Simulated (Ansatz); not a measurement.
# HfO2 (P2_1/c) in Ansatz: notebook

The runs below take HfO2 through relaxation of cell and atoms, single point, with revPBE+D4, PBE.

Everything below comes from runs of Ansatz 0.2.0. Logs are shortened: lines on timing, memory, paths and dates and some standing lists are left out, and cuts for length are marked.

**What was measured.**

“Temperature dependence of self-trapped exciton luminescence in nanostructured hafnia powder”, 2021, arxiv:2112.02602 quotes, for a bulk crystal of HfO2: band gap 5.54 eV (indirect).

The results are compared with them further down.

## (1) The structure

It takes space group P2_1/c (No. 14, monoclinic). The conventional cell has a = 5.118 Å, b = 5.186 Å, c = 5.284 Å, α = 90.00°, β = 99.35°, γ = 90.00°. Hf (site symmetry 1) is surrounded by 7 O at 2.03 to 2.25 Å. O (site symmetry 1) has 3 Hf at 2.03 to 2.12 Å as nearest neighbours. O (site symmetry 1) is surrounded by 4 Hf at 2.14 to 2.25 Å.

## (2) Relaxation of cell and atoms, revPBE+D4

Contents of input.yaml:

```yaml
crystal:
  lattice:
    - [5.118, 0.0, 0.0]
    - [0.0, 5.1857, 0.0]
    - [-0.8586630598, 0.0, 5.2138671406]
  atoms:
    - { symbol: Hf, position: [0.2755, 0.4603, 0.708] }
    - { symbol: Hf, position: [0.7245, 0.9603, 0.792] }
    - { symbol: Hf, position: [0.7245, 0.5397, 0.292] }
    - { symbol: Hf, position: [0.2755, 0.0397, 0.208] }
    - { symbol: O, position: [0.0742, 0.1684, 0.8467] }
    - { symbol: O, position: [0.9258, 0.6684, 0.6533] }
    - { symbol: O, position: [0.9258, 0.8316, 0.1533] }
    - { symbol: O, position: [0.0742, 0.3316, 0.3467] }
    - { symbol: O, position: [0.4487, 0.7419, 0.9801] }
    - { symbol: O, position: [0.5513, 0.2419, 0.5199] }
    - { symbol: O, position: [0.5513, 0.2581, 0.0199] }
    - { symbol: O, position: [0.4487, 0.7581, 0.4801] }
hamiltonian:
  xc: revpbe
  pseudopotentials: { kind: paw }
  dispersion: d4
kpoints:
  mp_grid: { grid: [5, 5, 5] }
scf:
  occupations: { method: fermi_dirac, width: 0.05 }
output:
  forces: true
  stress: true
relax:
  f_tol: 0.01
  max_steps: 40
  cell: { stress_tol: 0.05 }
```

Potentials or basis: Ansatz PAW.

Run with:

```bash
ansatz run input.yaml --threads 2 --pin off --max-ram 5120MiB --backend cpu --events-out ev --progress --plain --runs-dir out
```

The log of the run:

```text
Warning: RAYON_NUM_THREADS=2 ignored (pool sized by the plan → 2); use --threads N
Engine: ansatz 0.2.0, aarch64-unknown-linux-gnu
Pseudopotentials: kind: paw
Pseudopotential: Hf, paw, valence charge 26, recommended cutoff 420 eV (normal), Hf.paw.azcp
Pseudopotential: O, paw, valence charge 6, recommended cutoff 420 eV (normal), O.paw.azcp
Functional definition: revPBE
  parameter kappa = 1.245
  parameter beta = 0.06672455060314922
  exchange = pbe_x(kappa = kappa, mu = beta*pi^2/3)
  correlation = pbe_c(beta = beta)
Crystal: 12 atoms, lattice volume = 138.378 Å³
Basis set: ecut = 420 eV, 2699 PW (Γ), exchange–correlation on 72×72×72 points (8 copies of the dense FFT grid, shifted against one another)
Bands: 92, of which v1, the nominal top of the filled ones, is band 76 counted from 1 (75 counted from 0)
Symmetry: 4 space group operations
Space group: P21/c (ITA 14), of the structure as read, at distance tolerance 5.2e-5 Å
k-points: 39 of 125
Non-local potential: Hf, projectors of the file, l = 0: 3, l = 1: 2, l = 2: 2, l = 3: 3
Non-local potential: O, projectors of the file, l = 0: 2, l = 1: 2, l = 2: 1
PAW form: soft (Blöchl's): semilocal exchange-correlation on the pseudo side does not see the compensation charge
PAW frozen core: Hf, regenerated for the run's functional, and the local potential with it (the file was generated under x = pbe(κ = 0.804, μ = 0.2195149727645171), c = pbe(β = 0.06672455060314922))
PAW frozen core: O, regenerated for the run's functional, and the local potential with it (the file was generated under x = pbe(κ = 0.804, μ = 0.2195149727645171), c = pbe(β = 0.06672455060314922))
PAW one-centre angular grid: Hf, 590 points (default); XC on 64 Gauss nodes
PAW one-centre angular grid: O, 110 points (default); XC on 64 Gauss nodes
Initial density: superposition of atomic densities (neutral atoms: chi_scale 0, normalization atom), corrected by the library's trained network
Initial wavefunctions: pseudopotential atomic-orbital guess
Functional: x = revpbe(κ = 1.245, μ = 0.2195149727645171), c = pbe(β = 0.06672455060314922)
SCF iter   1: F=—  HF=-67495.915099 eV  |F-HF|=—  |Δ(HF+E_count)|=         —  Δρ=3.94e-3  dr2=1.43e-2  ethr=1.77e-3  ⟨swp⟩=5.5  Hψ=11223  notcnv=0  defer=98
preconditioner: auto → Resta (q_TF=auto, 2.771 Å⁻¹)  ε∞=5.3  [insulator: Δε(μ)=4.308 eV  Ē_g=18.288 eV  σ=0.050 eV  W_gap=1.00  n_scr=52 (ndim 8)  ℏωp=37.9 eV  f_vac=0.076  D(μ)=0.00/eV (n_scr^D=0)  ε∞_Penn≈5.3]
SCF iter   2: F=—  HF=-67495.915931 eV  |F-HF|=—  |Δ(HF+E_count)|=   8.32e-4  Δρ=2.06e-3  dr2=2.85e-3  ethr=9.41e-6  ⟨swp⟩=2.0  Hψ=6474  notcnv=0  defer=127
SCF iter   3: F=—  HF=-67495.917088 eV  |F-HF|=—  |Δ(HF+E_count)|=   1.16e-3  Δρ=8.16e-4  dr2=8.61e-4  ethr=1.88e-6  ⟨swp⟩=2.0  Hψ=4099  notcnv=0  defer=127
SCF iter   4: F=—  HF=-67495.917320 eV  |F-HF|=—  |Δ(HF+E_count)|=   2.32e-4  Δρ=2.05e-4  dr2=6.75e-5  ethr=5.66e-7  ⟨swp⟩=2.0  Hψ=5495  notcnv=0  defer=127
SCF iter   5: F=—  HF=-67495.917352 eV  |F-HF|=—  |Δ(HF+E_count)|=   3.23e-5  Δρ=1.50e-4  dr2=2.49e-5  ethr=4.44e-8  ⟨swp⟩=2.0  Hψ=6162  notcnv=0  defer=127
SCF iter   6: F=—  HF=-67495.917360 eV  |F-HF|=—  |Δ(HF+E_count)|=   7.77e-6  Δρ=3.71e-5  dr2=2.32e-6  ethr=1.64e-8  ⟨swp⟩=2.0  Hψ=5538  notcnv=0  defer=127
SCF iter   7: F=—  HF=-67495.917363 eV  |F-HF|=—  |Δ(HF+E_count)|=   2.93e-6  Δρ=1.21e-5  dr2=2.07e-7  ethr=1.53e-9  ⟨swp⟩=2.0  Hψ=5554  notcnv=0  defer=127
SCF iter   8: F=—  HF=-67495.917364 eV  |F-HF|=—  |Δ(HF+E_count)|=   6.24e-7  Δρ=1.36e-5  dr2=2.37e-7  ethr=6.58e-11  ⟨swp⟩=5.1  Hψ=14806  notcnv=0
SCF iter   9: F=-67495.917364 eV  HF=-67495.917363 eV  |F-HF|=1.17e-8  |Δ(HF+E_count)|=   7.53e-8  Δρ=1.92e-6  dr2=7.04e-9  ethr=6.58e-11  ⟨swp⟩=3.0  Hψ=14228  notcnv=0
SCF 1 converged in 9 iterations: F = -67495.917364 eV  dr2 = 7.04e-9
relax step   1: F+E_penalty+E_count = -67495.91736351 eV  Δ(F+E_penalty+E_count) = +0.000e0 eV  max|allowed force component| = 4.194e-1 eV/Å  Δτ_max = 0.0000 Å  P = +2.701 GPa  Ω = 138.378 Å³  (9 SCF iters, dr2 threshold 1.00e-7 eV, accepted)
Crystal: 12 atoms, lattice volume = 139.835 Å³
Basis set: ecut = 420 eV, 2727 PW (Γ), exchange–correlation on 72×72×72 points (8 copies of the dense FFT grid, shifted against one another)
Initial density: handed on by an earlier stage of this run
Initial wavefunctions: those handed on with the density
iter 1 solved again at ethr=2.73e-5 eV; its pass at ethr=3.10e-3 eV (dr2=4.15e-2 eV) is discarded
SCF iter   1: F=—  HF=-67495.938703 eV  |F-HF|=—  |Δ(HF+E_count)|=         —  Δρ=7.67e-3  dr2=3.98e-2  ethr=2.73e-5  ⟨swp⟩=2.8  Hψ=15266  notcnv=0
preconditioner: auto → Resta (q_TF=auto, 2.766 Å⁻¹)  ε∞=5.3  [insulator: Δε(μ)=4.092 eV  Ē_g=18.209 eV  σ=0.050 eV  W_gap=1.00  n_scr=52 (ndim 8)  ℏωp=37.7 eV  f_vac=0.086  D(μ)=0.00/eV (n_scr^D=0)  ε∞_Penn≈5.3]
[... 69 lines left out ...]
preconditioner: auto → Resta (q_TF=auto, 2.768 Å⁻¹)  ε∞=5.3  [insulator: Δε(μ)=4.184 eV  Ē_g=18.231 eV  σ=0.050 eV  W_gap=1.00  n_scr=52 (ndim 8)  ℏωp=37.7 eV  f_vac=0.082  D(μ)=0.00/eV (n_scr^D=0)  ε∞_Penn≈5.3]
SCF iter   2: F=—  HF=-67495.961946 eV  |F-HF|=—  |Δ(HF+E_count)|=   1.64e-4  Δρ=1.12e-4  dr2=9.09e-6  ethr=1.53e-8  ⟨swp⟩=1.0  Hψ=3588  notcnv=0
SCF iter   3: F=—  HF=-67495.961946 eV  |F-HF|=—  |Δ(HF+E_count)|=   9.60e-7  Δρ=1.50e-5  dr2=3.13e-7  ethr=5.98e-9  ⟨swp⟩=2.0  Hψ=5744  notcnv=0
SCF iter   4: F=—  HF=-67495.961946 eV  |F-HF|=—  |Δ(HF+E_count)|=   5.82e-9  Δρ=8.18e-6  dr2=7.75e-8  ethr=2.06e-10  ⟨swp⟩=2.0  Hψ=6552  notcnv=0
SCF iter   5: F=-67495.961947 eV  HF=-67495.961947 eV  |F-HF|=8.22e-9  |Δ(HF+E_count)|=   4.61e-8  Δρ=3.94e-6  dr2=1.54e-8  ethr=1.31e-11  ⟨swp⟩=5.0  Hψ=13767  notcnv=0
SCF 8 converged in 5 iterations: F = -67495.961947 eV  dr2 = 1.54e-8
relax step   8: F+E_penalty+E_count = -67495.96194651 eV  Δ(F+E_penalty+E_count) = +2.606e-4 eV  max|allowed force component| = 5.568e-4 eV/Å  Δτ_max = 0.0028 Å  P = -0.002 GPa  Ω = 139.475 Å³  energy of the carried Pulay correction = -2.863e-4 eV  (5 SCF iters, dr2 threshold 1.99e-8 eV, accepted)
iter 1 solved again at ethr=6.31e-8 eV; its pass at ethr=3.10e-3 eV (dr2=9.59e-5 eV) is discarded
SCF iter   1: F=—  HF=-67495.962394 eV  |F-HF|=—  |Δ(HF+E_count)|=         —  Δρ=1.89e-5  dr2=3.54e-8  ethr=6.31e-8  ⟨swp⟩=4.0  Hψ=22385  notcnv=0
preconditioner: auto → Resta (q_TF=auto, 2.768 Å⁻¹)  ε∞=5.3  [insulator: Δε(μ)=4.183 eV  Ē_g=18.232 eV  σ=0.050 eV  W_gap=1.00  n_scr=52 (ndim 8)  ℏωp=37.7 eV  f_vac=0.082  D(μ)=0.00/eV (n_scr^D=0)  ε∞_Penn≈5.3]
SCF iter   2: F=—  HF=-67495.962237 eV  |F-HF|=—  |Δ(HF+E_count)|=   1.58e-4  Δρ=9.46e-6  dr2=1.12e-8  ethr=2.33e-11  ⟨swp⟩=3.0  Hψ=8866  notcnv=0
SCF iter   3: F=—  HF=-67495.962238 eV  |F-HF|=—  |Δ(HF+E_count)|=   1.41e-6  Δρ=4.60e-6  dr2=3.55e-9  ethr=7.36e-12  ⟨swp⟩=2.0  Hψ=5431  notcnv=0
SCF iter   4: F=—  HF=-67495.962238 eV  |F-HF|=—  |Δ(HF+E_count)|=   4.12e-7  Δρ=6.76e-7  dr2=4.14e-10  ethr=2.34e-12  ⟨swp⟩=2.0  Hψ=5928  notcnv=0
SCF iter   5: F=—  HF=-67495.962238 eV  |F-HF|=—  |Δ(HF+E_count)|=  6.11e-10  Δρ=5.06e-7  dr2=1.89e-10  ethr=1.00e-12  ⟨swp⟩=5.0  Hψ=14004  notcnv=0
SCF iter   6: F=-67495.962238 eV  HF=-67495.962238 eV  |F-HF|=0.00e0  |Δ(HF+E_count)|=   3.65e-9  Δρ=1.50e-7  dr2=2.57e-11  ethr=1.00e-12  ⟨swp⟩=4.0  Hψ=11741  notcnv=0
SCF 9 converged in 6 iterations: F = -67495.962238 eV  dr2 = 2.57e-11
relax step   9: F+E_penalty+E_count = -67495.96223838 eV  Δ(F+E_penalty+E_count) = -2.919e-4 eV  max|allowed force component| = 5.528e-4 eV/Å  Δτ_max = 0.0000 Å  P = +0.000 GPa  Ω = 139.475 Å³  stress off target by 4.53e-3 GPa  SCF on the basis re-selected at this cell (its energy is not comparable with the rows above)  (6 SCF iters)
basis re-selected at this cell: Δ(F+E_penalty+E_count) = -2.919e-4 eV, ΔP = +0.002 GPa vs the last step (what re-selecting the basis moved, of the pressure what is left beyond the Pulay correction that the steps carried, after the strain that the cell walked since its last selection, with what the two solves' SCF thresholds leave and, on support functions, any second-order correction that the steps lacked; it is no measure of the basis error at this ecutwfc). This SCF's stress stands 4.53e-3 GPa from its target on what of the cell is left free (relax.cell.stress_tol is 5.00e-2 GPa) and its largest allowed force component is 5.53e-4 eV/Å (relax.f_tol is 1.00e-2 eV/Å): within both
SCF converged after 6 iterations
Free energy (F): -67495.962238 eV
Harris-Foulkes:  -67495.962238 eV  (|F-HF|=0.00e0)
Internal energy: -67495.962238 eV  (E = F + TS)
E sigma→0 (E₀):  -67495.962238 eV
Fermi energy:    16.196621 eV
--- Per-component energies (eV) ---
  E_band       = -0.176632
  E_kinetic    = 3092.078191
  E_local      = -24653.901020  (includes V_loc(G=0)·N_el)
  E_nonlocal   = -4597.660605
  E_hartree    = 11279.800669
  E_xc         = -1795.230187
  E_vxc        = -1820.768885  (∫ρ·V_xc dr)
  E_paw        = -29016.090745  (= ΣΔE_a)
  E_vpaw       = 5420.454525  (= ΣTr[D̂ρ^β])
  E_aug_tail   = 0.019755  (compensation charges beyond the density's cutoff)
  E_ewald      = -21800.102401
  E_disp       = -4.223433  (pairwise vdW)
  E_core_change = -0.652462  (= ΣΔE_core)
  E_smearing   = -0.000000  (= −TS)
  E_closure    = 0.000000  (closes the sum)
  Σ components = -67495.962238   (vs F -67495.962238, Δ=0.00e0)
--- Forces (eV/Å), atoms counted from 1 ---
  atom   1  Hf    -0.00003389    -0.00044048    -0.00034553
  atom   2  Hf     0.00003389    -0.00044048     0.00034553
  atom   3  Hf     0.00003389     0.00044048     0.00034553
  atom   4  Hf    -0.00003389     0.00044048    -0.00034553
  atom   5  O     -0.00055278     0.00008637     0.00011450
  atom   6  O      0.00055278     0.00008637    -0.00011450
  atom   7  O      0.00055278    -0.00008637    -0.00011450
  atom   8  O     -0.00055278    -0.00008637     0.00011450
  atom   9  O      0.00052935    -0.00034347    -0.00002634
  atom  10  O     -0.00052935    -0.00034347     0.00002634
  atom  11  O     -0.00052935     0.00034347     0.00002634
  atom  12  O      0.00052935     0.00034347    -0.00002634
  max |Σ_I F_I| component: 2.17e-19 eV/Å
--- Stress (GPa, compression-positive) ---
       -0.000610       0.000000      -0.002538
        0.000000      -0.002230       0.000000
       -0.002538       0.000000       0.003275
  P = ⅓ Tr σ = 0.0001 GPa (0.001 kbar)
--- Relaxed structure (7 steps of the walk, 7 accepted, 2 SCFs on fresh bases) ---
  F+E_penalty+E_count = -67495.96223838 eV   max|allowed force component| = 5.528e-4 eV/Å   (the final SCF, on the basis selected at the relaxed cell)
  cell:  # Å, volume = 139.4751 Å³
    - [5.119993427546, -1.9176253745602956e-33, 0.001397064773412619]
    - [-1.4477308632257626e-33, 5.208905913566676, 1.930895027289092e-33]
    - [-0.8575742697415303, 2.2631091389668273e-33, 5.229513573441793]
  atoms:
    - { symbol: Hf, position: [0.27635595021578857, 0.45799757051736195, 0.7084281176015009] }
    - { symbol: Hf, position: [0.7236440497842114, 0.9579975705173621, 0.7915718823984986] }
    - { symbol: Hf, position: [0.7236440497842116, 0.5420024294826382, 0.29157188239849885] }
    - { symbol: Hf, position: [0.27635595021578857, 0.04200242948263815, 0.20842811760150115] }
    - { symbol: O, position: [0.07251135843171849, 0.16127980553768165, 0.8393948489235373] }
    - { symbol: O, position: [0.9274886415682816, 0.6612798055376817, 0.6606051510764629] }
    - { symbol: O, position: [0.9274886415682816, 0.8387201944623187, 0.1606051510764629] }
    - { symbol: O, position: [0.07251135843171841, 0.3387201944623185, 0.339394848923537] }
    - { symbol: O, position: [0.44642849369154736, 0.7417101885205867, 0.9790313300662926] }
    - { symbol: O, position: [0.5535715063084525, 0.24171018852058654, 0.5209686699337072] }
    - { symbol: O, position: [0.5535715063084526, 0.25828981147941354, 0.020968669933707332] }
    - { symbol: O, position: [0.44642849369154736, 0.7582898114794137, 0.4790313300662926] }
```

It took 2.5 min on 2 threads of Arm Neoverse V1, shared host; peak memory 0.69 GiB.

Results:

```yaml
Free_energy: -67495.9622 eV
Relaxed_volume: 11.62 Å³/atom
Relaxed_cell: a = 5.120 Å, b = 5.209 Å, c = 5.299 Å, α = 90.00°, β = 99.30°, γ = 90.00°
Space_group_after_relaxing_to_0.05_Å: P2_1/c (No. 14)
Energy_gained_by_relaxing: 3.7 meV/atom
Ionic_steps: 9
Pressure_after_relaxing: 0.0 GPa
Band_gap_on_the_k_mesh: 4.18 eV
```

Step by step:
```tsv
step	energy change (eV)	largest force (eV/Å)	volume (Å³)
1	0.0000	0.4928	138.38
2	-0.0118	0.2493	139.83
3	-0.0351	0.0713	139.77
4	-0.0379	0.0896	139.66
5	-0.0399	0.0460	139.35
6	-0.0401	0.0046	139.41
7	-0.0448	0.0050	139.41
8	-0.0446	0.0006	139.48
9	-0.0449	0.0006	139.48
```

Final structure:
```
CELL_PARAMETERS angstrom
5.11999 0.00000 0.00140
0.00000 5.20891 0.00000
-0.85757 0.00000 5.22951
ATOMIC_POSITIONS crystal
Hf 0.27636 0.45800 0.70843
Hf 0.72364 0.95800 0.79157
Hf 0.72364 0.54200 0.29157
Hf 0.27636 0.04200 0.20843
O 0.07251 0.16128 0.83939
O 0.92749 0.66128 0.66061
O 0.92749 0.83872 0.16061
O 0.07251 0.33872 0.33939
O 0.44643 0.74171 0.97903
O 0.55357 0.24171 0.52097
O 0.55357 0.25829 0.02097
O 0.44643 0.75829 0.47903
```

Caveat: odd divisions of the mesh miss points on the zone boundary, where band edges often lie, so the gap on the mesh can be too wide; the plane-wave basis is chosen anew once the cell has moved, so the energies of steps on either side of that aren't comparable; the pressure holds a Pulay correction of +0.7 GPa for the finite cutoff; spin-orbit coupling is left out, which moves the levels of the heavy elements; the PAW data sets come from PBE, with cores solved anew for the run's functional, which leaves a small shift of forces and pressure. A k mesh can miss the band edges.

[end of part 1 of 2]
